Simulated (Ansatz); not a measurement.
A run of Ansatz 0.2.0:

File input.yaml:

```yaml
crystal:
  lattice:
    - [3.55801933, 0.0, 0.0]
    - [0.0, 3.55801933, 0.0]
    - [0.0, 0.0, 5.17186121]
  atoms:
    - { symbol: Hf, position: [0.0, 0.0, 0.0] }
    - { symbol: Hf, position: [0.5, 0.5, 0.5] }
    - { symbol: O, position: [0.0, 0.5, 0.19720788] }
    - { symbol: O, position: [0.5, 0.0, 0.30279212] }
    - { symbol: O, position: [0.5, 0.0, 0.80279212] }
    - { symbol: O, position: [0.0, 0.5, 0.69720788] }
kpoints:
  mp_grid: { grid: [8, 8, 5] }
  band_path:
    path:
      - [0.0, 0.0, 0.0]
      - [0.0, 0.5, 0.0]
      - [0.5, 0.5, 0.0]
      - [0.0, 0.0, 0.0]
      - [0.0, 0.0, 0.5]
      - [0.0, 0.5, 0.5]
      - [0.5, 0.5, 0.5]
      - [0.0, 0.0, 0.5]
    npoints: 12
scf:
  occupations: { method: fermi_dirac, width: 0.05 }
hamiltonian:
  xc: pbesol
  pseudopotentials: { kind: all_electron, lapw: { basis_error: 0.002 } }
output:
  forces: true
  stress: true
  eigenvalues: true
```

Potentials or basis: all-electron LAPW, scalar-relativistic.

Launch:

```console
$ ansatz run input.yaml --threads 4 --pin off --max-ram 12288MiB --backend cpu --events-out ev --progress --plain --runs-dir out
```

Hardware: 4 threads of Intel(R) Xeon(R) 6975P-C (Granite Rapids), with other jobs on the host.

Question: How long does it take, and how much memory?

Answer: Wall time 19 s on 4 threads of Intel(R) Xeon(R) 6975P-C (Granite Rapids), with other jobs on the host, peak memory 0.85 GiB. Counts: scf iterations 10, plane waves 1237, k points 45, bands 72.
